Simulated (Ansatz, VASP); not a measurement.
Hg: VASP beside Ansatz

```
Hg
1.0
     5.35261    0.00000    0.00000
    -2.67630    4.63549    0.00000
     0.00000    0.00000    3.09692
Hg
3
Cartesian
  0.0000 3.0903 1.5485
  0.0000 0.0000 0.0000
  2.6763 1.5452 1.5485
```

Alike in both runs: task relaxation of cell and atoms; functional PBE; dispersion D3(BJ); k mesh 9 × 9 × 14; occupations gaussian, width 0.1 eV; no spin polarisation.

```csv
,VASP,Ansatz
version,VASP 6.6.1,Ansatz 0.2.0
potentials or method,"VASP PAW PBE potentials, release 64 (Hg)","scalar-relativistic, plane waves, PAW"
plane-wave cutoff (eV),600,420
valence electrons in the cell,36,60
```

```tsv
	VASP	Ansatz	Ansatz less VASP
gap on the k mesh at the Fermi level, each at its own relaxed structure (eV)	none	none	-
relaxed volume (Å³/atom)	26.00	25.70	-0.293
relaxed cell length with the largest relative difference (Å)	3.151	3.139	-0.0126
energy change over the relaxation (meV/atom)	-1	-1	+0.5
```

A gap of «none» marks a metal or a gap that the smearing closes. The two sets of potentials don't hold the same shells in valence.

Caveats: pairwise dispersion overbinds metals, which lowers pressure and volume. The runs have no spin-orbit coupling, so splittings on Hg are missing. Zero-point motion and thermal expansion aren't in these numbers.
